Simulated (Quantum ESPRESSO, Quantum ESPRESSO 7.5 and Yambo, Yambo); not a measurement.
# CsH (Fm-3m): G0W0 with Yambo, start to end

How does a plane-wave GW calculation on CsH (Fm-3m) run from the first input to the gap?

Main program and level: Quantum ESPRESSO 7.5 and Yambo 5.3.0; PBEsol and many-body steps on it, plane waves.

The database entry behind the starting cell differs from later determinations by our own check (0.1 to 0.3 % short, probably kX units), so it need not match the best structure at ambient conditions.

### Step 1. Set-up

It takes space group Fm-3m (No. 225, cubic). Conventional cell: a = 6.376 Å, b = 6.376 Å, c = 6.376 Å, α = 90.00°, β = 90.00°, γ = 90.00°. Nearest to Cs lie 6 H at 3.19 Å. H has 6 Cs at 3.19 Å nearest. Farther neighbours are not listed.

The cell and positions come from the Crystallography Open Database and are kept as given unless a step says otherwise. Spin-orbit coupling is left out unless a step names it.

### Step 2. Ground state

This step: Quantum ESPRESSO 7.5; DFT, PBEsol, plane waves, norm-conserving pseudopotentials.

The ground-state density comes first.

File pw.in:

```
&control
  calculation = 'scf'
  prefix = 'x'
  outdir = 'o'
  pseudo_dir = 'pseudo'
/
&system
  ibrav = 0
  nat = 2
  ntyp = 2
  ecutwfc = 64.0
  nbnd = 10
  force_symmorphic = .true.
/
&electrons
  conv_thr = 1e-10
  electron_maxstep = 80
  mixing_beta = 0.5
/
ATOMIC_SPECIES
  Cs 132.91 Cs.upf
  H 1.008 H.upf
CELL_PARAMETERS angstrom
  -0.0000000000 3.1880000000 3.1880000000
  3.1880000000 -0.0000000000 3.1880000000
  3.1880000000 3.1880000000 -0.0000000000
ATOMIC_POSITIONS crystal
  Cs 0.0000000000 0.0000000000 0.0000000000
  H 0.5000000000 0.5000000000 0.5000000000
K_POINTS automatic
  6 6 6 0 0 0
```

Started as:

```console
$ OMP_NUM_THREADS=1 mpirun -n 4 pw.x -nk 4 -in pw.in > pw.out
```

The program printed:

```text
Program PWSCF v.7.5 starts

     This program is part of the open-source Quantum ESPRESSO suite
     for quantum simulation of materials; please cite
         "P. Giannozzi et al., J. Phys.:Condens. Matter 21 395502 (2009);
         "P. Giannozzi et al., J. Phys.:Condens. Matter 29 465901 (2017);
         "P. Giannozzi et al., J. Chem. Phys. 152 154105 (2020);
     in publications or presentations arising from this work. More details at
     Message from routine setup:
     using ibrav=0 with symmetry is DISCOURAGED, use correct ibrav instead

     G-vector sticks info

     bravais-lattice index     =            0
     lattice parameter (alat)  =       8.5199  a.u.
     unit-cell volume          =     437.3021 (a.u.)^3
     number of atoms/cell      =            2
     number of atomic types    =            2
     number of electrons       =        10.00
     number of Kohn-Sham states=           10
     kinetic-energy cutoff     =      64.0000  Ry
     charge density cutoff     =     256.0000  Ry
     scf convergence threshold =      1.0E-10
     mixing beta               =       0.5000
     number of iterations used =            8  plain     mixing
     Exchange-correlation= PBESOL
                           (   1   4  10   8   0   0   0)

     celldm(1)=   8.519854  celldm(2)=   0.000000  celldm(3)=   0.000000
     celldm(4)=   0.000000  celldm(5)=   0.000000  celldm(6)=   0.000000

     crystal axes: (cart. coord. in units of alat)
               a(1) = (  -0.000000   0.707107   0.707107 )
               a(2) = (   0.707107  -0.000000   0.707107 )
               a(3) = (   0.707107   0.707107  -0.000000 )

     reciprocal axes: (cart. coord. in units 2 pi/alat)
               b(1) = ( -0.707107  0.707107  0.707107 )
               b(2) = (  0.707107 -0.707107  0.707107 )
               b(3) = (  0.707107  0.707107 -0.707107 )
     Pseudo is Norm-conserving + core correction, Zval =  9.0
     Generated using ONCVPSP code by D. R. Hamann
     Using radial grid of 2384 points,  8 beta functions with:
     Pseudo is Norm-conserving, Zval =  1.0
     Generated using ONCVPSP code by D. R. Hamann
     Using radial grid of 1180 points,  3 beta functions with:
     Cs                9.00   132.91000     Cs( 1.00)
     H                 1.00     1.00800     H ( 1.00)

     48 Sym. Ops., with inversion, found

   Cartesian axes

     site n.     atom                  positions (alat units)
         1        Cs     tau(   1) = (   0.0000000   0.0000000   0.0000000  )
         2        H      tau(   2) = (   0.7071068   0.7071068   0.7071068  )

     number of k points=    16
                       cart. coord. in units 2pi/alat
        k(    1) = (   0.0000000   0.0000000   0.0000000), wk =   0.0092593
        k(    2) = (   0.1178511   0.1178511  -0.1178511), wk =   0.0740741
        k(    3) = (   0.2357023   0.2357023  -0.2357023), wk =   0.0740741
        k(    4) = (  -0.3535534  -0.3535534   0.3535534), wk =   0.0370370
        k(    5) = (   0.2357023   0.0000000  -0.0000000), wk =   0.0555556
        k(    6) = (   0.3535534   0.1178511  -0.1178511), wk =   0.2222222
        k(    7) = (  -0.2357023  -0.4714045   0.4714045), wk =   0.2222222
        k(    8) = (  -0.1178511  -0.3535534   0.3535534), wk =   0.2222222
        k(    9) = (   0.0000000  -0.2357023   0.2357023), wk =   0.1111111
        k(   10) = (   0.4714045   0.0000000  -0.0000000), wk =   0.0555556
     [... 4 further rows ...]
        k(   15) = (  -0.1178511  -0.3535534   0.5892557), wk =   0.2222222
        k(   16) = (  -0.7071068   0.2357023   0.0000000), wk =   0.1111111

     Dense  grid:    30395 G-vectors     FFT dimensions: (  45,  45,  45)

     Initial potential from superposition of free atoms

     starting charge       9.9634, renormalised to      10.0000
     Starting wfcs are    6 randomized atomic wfcs +    4 random wfcs

     per-process dynamical memory:    24.7 Mb

     Self-consistent Calculation

     iteration #  1     ecut=    64.00 Ry     beta= 0.50

     total energy              =     -47.89384331 Ry
     estimated scf accuracy    <       0.16192509 Ry

     iteration #  2     ecut=    64.00 Ry     beta= 0.50

     total energy              =     -47.91652288 Ry
     estimated scf accuracy    <       0.00388683 Ry

     iteration #  3     ecut=    64.00 Ry     beta= 0.50

     total energy              =     -47.91754376 Ry
     estimated scf accuracy    <       0.00059446 Ry

     iteration #  4     ecut=    64.00 Ry     beta= 0.50

     total energy              =     -47.91762376 Ry
     estimated scf accuracy    <       0.00003214 Ry

     iteration #  5     ecut=    64.00 Ry     beta= 0.50

     total energy              =     -47.91764166 Ry
     estimated scf accuracy    <       0.00000712 Ry

     iteration #  6     ecut=    64.00 Ry     beta= 0.50

     total energy              =     -47.91764382 Ry
     estimated scf accuracy    <       0.00000010 Ry

     iteration #  7     ecut=    64.00 Ry     beta= 0.50

     total energy              =     -47.91764417 Ry
     estimated scf accuracy    <          3.9E-09 Ry

     iteration #  8     ecut=    64.00 Ry     beta= 0.50

     total energy              =     -47.91764417 Ry
     estimated scf accuracy    <          5.8E-10 Ry

     iteration #  9     ecut=    64.00 Ry     beta= 0.50

     End of self-consistent calculation

          k = 0.0000 0.0000 0.0000 (  3767 PWs)   bands (ev):

   -18.1919  -4.6243  -4.6243  -4.6243   1.4858   8.4061   8.4061   8.4061
     9.0751  10.1795

          k = 0.1179 0.1179-0.1179 (  3768 PWs)   bands (ev):

   -18.1726  -4.8628  -4.6482  -4.6482   1.8989   7.5247   8.5433   8.5433
     8.8706   9.7342

          k = 0.2357 0.2357-0.2357 (  3783 PWs)   bands (ev):

   -18.1337  -5.2824  -4.6951  -4.6951   2.7481   6.1073   8.1890   8.1890
     9.4247  10.4534

          k =-0.3536-0.3536 0.3536 (  3798 PWs)   bands (ev):

     [... further k-points ...]

     highest occupied, lowest unoccupied level (ev):     3.2614    5.4106

!    total energy              =     -47.91764417 Ry
     estimated scf accuracy    <          4.4E-12 Ry

     The total energy is the sum of the following terms:
     one-electron contribution =      -7.14390235 Ry
     hartree contribution      =       6.40737714 Ry
     xc contribution           =     -14.35039694 Ry
     ewald contribution        =     -32.83072202 Ry

     convergence has been achieved in   9 iterations

     XML data file, charge density, pseudopotentials, collected wavefunctions

=------------------------------------------------------------------------------=
   JOB DONE.
=------------------------------------------------------------------------------=
```

Elapsed: 3.5 s, on 4 MPI ranks of Arm Neoverse V2, shared host; peak memory 0.24 GiB; 14 s of CPU time.

Numbers from this step:

```yaml
total_energy: -651.9528 eV
gap: 2.149 eV
k_of_the_valence_top: 0, 0, -0.5
k_of_the_conduction_bottom: 0, 0, -0.5
least_direct_gap: 2.149 eV
```

The gap is direct, at (0.000, 0.000, -0.500).

### Step 3. Bands along the symmetry lines

Levels along a band path, at the cheap level, show where the edges lie and whether the meshes to come will hold them.

File pw.in:

```
&control
  calculation = 'bands'
  prefix = 'x'
  outdir = 'o'
  pseudo_dir = 'pseudo'
/
&system
  ibrav = 0
  nat = 2
  ntyp = 2
  ecutwfc = 64.0
  nbnd = 11
  force_symmorphic = .true.
/
&electrons
  conv_thr = 1e-9
  electron_maxstep = 80
  diago_full_acc = .true.
  diago_thr_init = 5e-6
/
ATOMIC_SPECIES
  Cs 132.91 Cs.upf
  H 1.008 H.upf
CELL_PARAMETERS angstrom
  -0.0000000000 3.1880000000 3.1880000000
  3.1880000000 -0.0000000000 3.1880000000
  3.1880000000 3.1880000000 -0.0000000000
ATOMIC_POSITIONS crystal
  Cs 0.0000000000 0.0000000000 0.0000000000
  H 0.5000000000 0.5000000000 0.5000000000
K_POINTS crystal
  50
  0.00000000 0.00000000 0.00000000 1
  0.06250000 0.00000000 0.06250000 1
  0.12500000 0.00000000 0.12500000 1
  0.18750000 0.00000000 0.18750000 1
  0.25000000 0.00000000 0.25000000 1
  0.31250000 0.00000000 0.31250000 1
  0.37500000 0.00000000 0.37500000 1
  0.43750000 0.00000000 0.43750000 1
  0.50000000 0.00000000 0.50000000 1
  0.51562500 0.03125000 0.51562500 1
  0.53125000 0.06250000 0.53125000 1
  0.54687500 0.09375000 0.54687500 1
  0.56250000 0.12500000 0.56250000 1
  0.57812500 0.15625000 0.57812500 1
  0.59375000 0.18750000 0.59375000 1
  0.60937500 0.21875000 0.60937500 1
  0.62500000 0.25000000 0.62500000 1
  0.37500000 0.37500000 0.75000000 1
  0.32812500 0.32812500 0.65625000 1
  0.28125000 0.28125000 0.56250000 1
  0.23437500 0.23437500 0.46875000 1
  0.18750000 0.18750000 0.37500000 1
  0.14062500 0.14062500 0.28125000 1
  0.09375000 0.09375000 0.18750000 1
  0.04687500 0.04687500 0.09375000 1
  0.00000000 0.00000000 0.00000000 1
  0.06250000 0.06250000 0.06250000 1
  0.12500000 0.12500000 0.12500000 1
  0.18750000 0.18750000 0.18750000 1
  0.25000000 0.25000000 0.25000000 1
  0.31250000 0.31250000 0.31250000 1
  0.37500000 0.37500000 0.37500000 1
  0.43750000 0.43750000 0.43750000 1
  0.50000000 0.50000000 0.50000000 1
  0.50000000 0.46875000 0.53125000 1
  0.50000000 0.43750000 0.56250000 1
  0.50000000 0.40625000 0.59375000 1
  0.50000000 0.37500000 0.62500000 1
  0.50000000 0.34375000 0.65625000 1
  0.50000000 0.31250000 0.68750000 1
  0.50000000 0.28125000 0.71875000 1
  0.50000000 0.25000000 0.75000000 1
  0.50000000 0.21875000 0.71875000 1
  0.50000000 0.18750000 0.68750000 1
  0.50000000 0.15625000 0.65625000 1
  0.50000000 0.12500000 0.62500000 1
  0.50000000 0.09375000 0.59375000 1
  0.50000000 0.06250000 0.56250000 1
  0.50000000 0.03125000 0.53125000 1
  0.50000000 0.00000000 0.50000000 1
```

The program printed:

```text
[banner, memory and clock lines left out]
Program PWSCF v.7.5 starts

     Atomic positions and unit cell read from directory:
     o/x.save/

     Message from routine setup:
     using ibrav=0 with symmetry is DISCOURAGED, use correct ibrav instead

     G-vector sticks info

     bravais-lattice index     =            0
     lattice parameter (alat)  =       8.5199  a.u.
     unit-cell volume          =     437.3021 (a.u.)^3
     number of atoms/cell      =            2
     number of atomic types    =            2
     number of electrons       =        10.00
     number of Kohn-Sham states=           11
     kinetic-energy cutoff     =      64.0000  Ry
     charge density cutoff     =     256.0000  Ry
     Exchange-correlation= PBESOL
                           (   1   4  10   8   0   0   0)

     celldm(1)=   8.519854  celldm(2)=   0.000000  celldm(3)=   0.000000
     celldm(4)=   0.000000  celldm(5)=   0.000000  celldm(6)=   0.000000

     crystal axes: (cart. coord. in units of alat)
               a(1) = (  -0.000000   0.707107   0.707107 )
               a(2) = (   0.707107  -0.000000   0.707107 )
               a(3) = (   0.707107   0.707107  -0.000000 )

     reciprocal axes: (cart. coord. in units 2 pi/alat)
               b(1) = ( -0.707107  0.707107  0.707107 )
               b(2) = (  0.707107 -0.707107  0.707107 )
               b(3) = (  0.707107  0.707107 -0.707107 )
     Pseudo is Norm-conserving + core correction, Zval =  9.0
     Generated using ONCVPSP code by D. R. Hamann
     Using radial grid of 2384 points,  8 beta functions with:
     Pseudo is Norm-conserving, Zval =  1.0
     Generated using ONCVPSP code by D. R. Hamann
     Using radial grid of 1180 points,  3 beta functions with:
     Cs                9.00   132.91000     Cs( 1.00)
     H                 1.00     1.00800     H ( 1.00)

     48 Sym. Ops., with inversion, found

   Cartesian axes

     site n.     atom                  positions (alat units)
         1        Cs     tau(   1) = (   0.0000000   0.0000000   0.0000000  )
         2        H      tau(   2) = (   0.7071068   0.7071068   0.7071068  )

     number of k points=    50
                       cart. coord. in units 2pi/alat
        k(    1) = (   0.0000000   0.0000000   0.0000000), wk =   0.0400000
        k(    2) = (   0.0000000   0.0883883   0.0000000), wk =   0.0400000
        k(    3) = (   0.0000000   0.1767767   0.0000000), wk =   0.0400000
[...]
[... 38 further rows ...]
        k(   49) = (   0.0441942   0.7071068   0.0000000), wk =   0.0400000
        k(   50) = (   0.0000000   0.7071068   0.0000000), wk =   0.0400000

     Dense  grid:    30395 G-vectors     FFT dimensions: (  45,  45,  45)

     The potential is recalculated from file :
     o/x.save/charge-density

     Starting wfcs are    6 randomized atomic wfcs +    5 random wfcs

     Band Structure Calculation

     End of band structure calculation

          k = 0.0000 0.0000 0.0000 (  3767 PWs)   bands (ev):

   -18.1919  -4.6243  -4.6243  -4.6243   1.4858   8.4061   8.4061   8.4061
     9.0751  10.1796  10.1796

          k = 0.0000 0.0884 0.0000 (  3775 PWs)   bands (ev):

   -18.1880  -4.6625  -4.6351  -4.6351   1.5691   8.2457   8.4566   8.4566
     8.8856   9.9316  10.2180

          k = 0.0000 0.1768 0.0000 (  3775 PWs)   bands (ev):

   -18.1769  -4.7651  -4.6660  -4.6660   1.7873   7.8771   8.3055   8.6087
     8.6087   9.8403  10.3316

          k =-0.0000 0.2652 0.0000 (  3775 PWs)   bands (ev):

[...]
k = 0.0000 0.4419-0.0000 (  3787 PWs)   bands (ev):

[...]
k =-0.0000 0.5303 0.0000 (  3792 PWs)   bands (ev):

[...]
k = 0.0000 0.6187-0.0000 (  3796 PWs)   bands (ev):

[...]
k = 0.4640 0.4640-0.0000 (  3771 PWs)   bands (ev):

[...]
k = 0.3315 0.3315-0.0000 (  3777 PWs)   bands (ev):

[...]
k = 0.3094 0.7071-0.0000 (  3782 PWs)   bands (ev):

[...]
k = 0.2210 0.7071-0.0000 (  3786 PWs)   bands (ev):

[...]
k = 0.1768 0.7071-0.0000 (  3794 PWs)   bands (ev):

[...]
k = 0.0442 0.7071 0.0000 (  3802 PWs)   bands (ev):

   -18.0892  -5.3418  -4.9035  -4.9005   2.1030   6.3422   8.7118  10.7564
    11.2800  11.3805  11.9751

          k = 0.0000 0.7071 0.0000 (  3812 PWs)   bands (ev):

   -18.0892  -5.3457  -4.8988  -4.8988   2.0880   6.3242   8.7472  11.2285
    11.2663  11.2663  11.6338

     XML data file, pseudopotentials, collected wavefunctions
```

Wall time 5.3 s (4 MPI ranks); peak memory 0.22 GiB.

This step gave:

* gap: 2.149 eV
* k of the valence top: 0.5, 0.5, 0.5
* k of the conduction bottom: 0.5, 0.5, 0.5
* least direct gap: 2.149 eV

The gap is 2.149 eV, as in the run before at this level.

Electronic bands along the path, in eV, zero at the top of the highest filled band; v1 is the highest filled band, c1 the lowest empty one:

| point | v4 | v3 | v2 | v1 | c1 | c2 | c3 | c4 |
| --- | --- | --- | --- | --- | --- | --- | --- | --- |
| Γ | -7.89 | -7.89 | -7.89 | -1.78 | 5.14 | 5.14 | 5.14 | 5.81 |
| halfway | -8.31 | -8.03 | -8.03 | -1.01 | 3.81 | 4.20 | 5.96 | 5.96 |
| X | -8.61 | -8.16 | -8.16 | -1.17 | 3.06 | 5.49 | 7.97 | 8.00 |
| halfway | -8.58 | -8.22 | -8.14 | -1.06 | 3.19 | 5.23 | 7.00 | 7.04 |
| U | -8.49 | -8.37 | -8.10 | -0.78 | 3.35 | 4.73 | 6.16 | 6.60 |
| jump to K | -8.49 | -8.37 | -8.10 | -0.78 | 3.35 | 4.73 | 6.16 | 6.60 |
| halfway | -8.39 | -8.08 | -7.93 | -0.73 | 3.55 | 4.09 | 5.41 | 5.95 |
| Γ | -7.89 | -7.89 | -7.89 | -1.78 | 5.14 | 5.14 | 5.14 | 5.81 |
| halfway | -8.34 | -7.93 | -7.93 | -0.95 | 3.52 | 5.16 | 5.16 | 5.77 |
| L | -8.73 | -7.98 | -7.98 | 0.00 | 2.15 | 4.68 | 4.68 | 7.06 |
| halfway | -8.61 | -8.19 | -8.05 | -0.40 | 2.93 | 4.41 | 5.29 | 7.32 |
| W | -8.39 | -8.39 | -8.20 | -0.74 | 4.08 | 4.08 | 5.08 | 8.31 |
| halfway | -8.55 | -8.23 | -8.18 | -0.97 | 3.34 | 5.00 | 5.99 | 8.21 |
| X | -8.61 | -8.16 | -8.16 | -1.17 | 3.06 | 5.49 | 7.97 | 8.00 |

The electronic bands as a text plot (rows in eV, shown from -8.0 to 6.1 only):

```
    5.8 |++  +++           +    +++++++++++++++              +
    5.3 |++++      ++++++   +++++  ++++++++++++      ++++++++++++
    4.7 |  +++    +      +++       ++    ++    ++++++++     +
    4.1 |    +++++          +++++++        +           +++++
    3.5 |       +++     ++++  +++           +          ++   +++
    2.9 |          +++++    ++               ++      ++        ++
    2.3 |                                      ++++++
    1.7 |
    1.1 |
    0.5 |
    0.0 |                                      *******
   -0.6 |                ********            **       *******
   -1.2 |  **************        ****      **                ****
   -1.8 |**                          ******
   -2.4 |
   -3.0 |
   -3.6 |
   -4.2 |
   -4.8 |
   -5.3 |
   -5.9 |
   -6.5 |
   -7.1 |
   -7.7 |*****                ***********************
         Γ           X  U|K            Γ         L        W     X
```

(Continued in part 2 of 3.)

[Paths, hosts, dates, memory and timing lines, banners, echoed tables and standing remarks are left out of the program output.]

[Logs are printed without paths, hosts, clocks, repeated set-up lines and the standing remarks that a program may print on its own settings, such as how far it seeks lower states.]

[Runs of the session that timed out or met a known fault of the program may be left out.]

[Hosts, paths, dates, database ids (printed as entryN), source tags and the programs' standing remarks are cut or masked in the printed files.]
